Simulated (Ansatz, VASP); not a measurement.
**Mo: VASP beside Ansatz**

```
Mo
1.0
    -1.75706    1.55825    1.55825
     1.55825   -1.75706    1.55825
     1.55825    1.55825   -1.75706
Mo
1
Direct
  0.00000 0.00000 0.00000
```

Alike in both runs: task single point; functional PBE; k mesh 22 × 22 × 22; occupations gaussian, width 0.15 eV; no spin polarisation.

|  | VASP | Ansatz |
| --- | --- | --- |
| version | VASP 6.6.1 | Ansatz 0.2.0 |
| potentials or method | VASP PAW PBE potentials, release 64 (Mo_sv) | scalar-relativistic, plane waves, PAW |
| plane-wave cutoff (eV) | 520 | 420 |
| valence electrons in the cell | 14 | 14 |

```csv
,VASP,Ansatz,Ansatz less VASP
gap on the k mesh at the Fermi level (eV),none,none,-
pressure (GPa),26.3,25.3,-0.96
largest component of the traceless stress (GPa),24.29,23.86,-0.428
```

A gap of «none» marks a metal or a gap that the smearing closes.

Caveats: so large a pressure means that the cell lies far from this level's equilibrium, or that cutoff or potentials fall short (VASP).
